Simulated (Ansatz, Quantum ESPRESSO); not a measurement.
This is a calculation of KCl (Sylvite) for Ansatz 0.2.0. 

input.yaml

```yaml
crystal:
  lattice:
    - [0.0, 3.14647, 3.14647]
    - [3.14647, 0.0, 3.14647]
    - [3.14647, 3.14647, 0.0]
  atoms:
    - { symbol: K, position: [0.0, 0.0, 0.0] }
    - { symbol: Cl, position: [0.5, 0.5, 0.5] }
hamiltonian:
  xc: pbe
  pseudopotentials: { kind: paw }
kpoints:
  mp_grid: { grid: [7, 7, 7] }
scf:
  occupations: { method: fermi_dirac, width: 0.05 }
output:
  forces: true
  stress: true
  eigenvalues: true
```

Potentials or basis: Ansatz PAW.

Command:

```sh
$ ansatz run input.yaml --threads 1 --pin off --max-ram 3584MiB --backend cpu --events-out ev --progress --plain --runs-dir out
```

Question: Translate it to Quantum ESPRESSO 7.5. Potentials or basis there: SSSP 1.3 efficiency PBE, cutoff 816 eV.

Answer: As run (cutoffs and basis follow the program's own potentials, and thresholds, step limits or extra output files can differ):

The input pw.in:

```
&CONTROL
  calculation = 'scf'
  prefix = 'pwscf'
  outdir = './tmp'
  pseudo_dir = './pseudo'
  tprnfor = .true.
  tstress = .true.
  disk_io = 'low'
/
&SYSTEM
  ibrav = 0
  nat = 2
  ntyp = 2
  ecutwfc = 60
  ecutrho = 480
  nbnd = 14
  occupations = 'smearing'
  smearing = 'fd'
  degauss = 0.00367493
/
&ELECTRONS
  conv_thr = 4d-10
  electron_maxstep = 120
  mixing_beta = 0.5
/
ATOMIC_SPECIES
K     39.0983 K.pbe-spn-kjpaw_psl.1.0.0.UPF
Cl    35.4500 cl_pbe_v1.4.uspp.F.UPF
CELL_PARAMETERS angstrom
   0.0000000000    3.1464700000    3.1464700000
   3.1464700000    0.0000000000    3.1464700000
   3.1464700000    3.1464700000    0.0000000000
ATOMIC_POSITIONS crystal
K      0.0000000000    0.0000000000    0.0000000000
Cl     0.5000000000    0.5000000000    0.5000000000
K_POINTS automatic
7 7 7 0 0 0
```

Contents of pp_density.in:

```
&INPUTPP
  prefix = 'pwscf'
  outdir = './tmp'
  filplot = 'density.dat'
  plot_num = 0
/
&PLOT
  nfile = 1
  filepp(1) = 'density.dat'
  iflag = 3
  output_format = 6
  fileout = 'density.cube'
/
```

Contents of pp_potential.in:

```
&INPUTPP
  prefix = 'pwscf'
  outdir = './tmp'
  filplot = 'potential.dat'
  plot_num = 11
/
&PLOT
  nfile = 1
  filepp(1) = 'potential.dat'
  iflag = 3
  output_format = 6
  fileout = 'potential.cube'
/
```

Potentials or basis: SSSP 1.3 efficiency PBE.

Command:

```console
$ OMP_NUM_THREADS=1 pw.x -in pw.in > pw.out
$ OMP_NUM_THREADS=1 pp.x -in pp_density.in > pp_density.out
$ OMP_NUM_THREADS=1 pp.x -in pp_potential.in > pp_potential.out
```

Both were run:

|  | Ansatz | Quantum ESPRESSO |
| --- | --- | --- |
| Pressure | 0.8 GPa | 0.7 GPa |

Ansatz's pressure holds a Pulay term of +0.00 GPa for its cutoff of 420 eV, which the other run lacks.

Where Ansatz's input types no cutoff or centring, it takes its own default and a Γ-centred mesh.

Pressure is positive in compression.
